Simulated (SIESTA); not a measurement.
Si2W:

```
W Si
1.0
    -1.60690    1.60690    3.91495
     1.60690   -1.60690    3.91495
     1.60690    1.60690   -3.91495
W Si
1 2
Cartesian
  0.0000 0.0000 0.0000
  0.0000 0.0000 5.2092
  0.0000 0.0000 2.6207
```

Base run:

* Program: SIESTA 5.4.2
* Functional: PBE
* Potentials or basis: PseudoDojo 0.4 standard (PBE files)
* Basis: DZP (energy shift 0.003 Ry; two zetas on semicore shells)
* Grid cutoff: 800 Ry
* Energy shift: 0.003 Ry
* k mesh: 8 × 8 × 8
* Occupations: fermi-dirac, width 0.05 eV
* Spin: no spin polarisation
* Hubbard terms: W d U = 6 eV

Its results: band gap on the k mesh none (metal or under the smearing width); pressure -0.1 GPa; largest force 0.436 eV/Å.

Problem. After a change of settings the same cell gave: band gap on the k mesh none (metal or under the smearing width); pressure 1.3 GPa; largest force 0.206 eV/Å. Which change was it?
A. hubbard terms from W d U = 6 eV to W d U = 4 eV
B. hubbard terms from W d U = 6 eV to none
C. hubbard terms from W d U = 6 eV to W d U = 2 eV

Solution. A.

Caveats: short orbitals over semicore shells can move pressures by several GPa; spin-orbit coupling is left out, which moves the levels of the heavy elements; the basis of atomic orbitals isn't converged, which shifts pressures, moduli and gaps; U without spin polarisation on a metal has little footing; the U is typed as a test and isn't derived for this compound.
